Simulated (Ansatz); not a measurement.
CoO in Ansatz: the effect of Hubbard term

CoO:

```
Co O
1.0
     1.50547    0.86918    2.43993
    -1.50547    0.86918    2.43993
     0.00000   -1.73837    2.43993
Co O
1 1
Cartesian
  0.0000 0.0000 0.0000
  0.0000 0.0000 3.6599
```

The cell is a database's computed one.

Alike in all runs:

```yaml
Program: Ansatz 0.2.0
Task: projected density of states
Functional: r2SCAN
Potentials_or_basis: Ansatz PAW
Cutoff: "500 eV (not typed: the program's choice for these potentials)"
k_mesh: 11 × 11 × 11
Occupations: fermi-dirac, width 0.05 eV
Spin: collinear spin, ferromagnetic start
Starting_moments: "[2.0, 0.0] μB"
Hubbard_projectors: ortho-atomic (the default)
Double_counting: fll (the default)
```

```tsv
Hubbard term	gap on the mesh (eV)	pressure (GPa)
none	0.43	0.4
Co d U = 1 eV	1.06	2.1
Co d U = 2 eV	1.66	3.6
Co d U = 3 eV	2.02	5.0
Co d U = 4 eV	2.15	6.3
Co d U = 5 eV	2.25	7.5
Co d U = 6 eV	2.35	8.7
Co d U = 8 eV	?	?
```

What does the run with Hubbard term Co d U = 8 eV give?

gap on the mesh 2.49 eV; pressure 11.0 GPa.

Worked out: A parabola through the other rows of the gap on the mesh, of slope -0.36 eV per eV there, extrapolates to 1.84 eV, against the run's 2.49. A parabola through the other rows of the pressure, of slope 0.871 GPa per eV there, extrapolates to 10.6 GPa, against the run's 11.0.

Caveats: the magnetic or orbital state may not be the lowest; odd divisions of the mesh miss points on the zone boundary, where band edges often lie, so the gap on the mesh can be too wide; a cell with one magnetic atom can't hold antiferromagnetic order, which such compounds often take; the PAW data sets come from PBE, with cores solved anew for the run's functional, which leaves a small shift of forces and pressure.

A k mesh can miss the band edges.
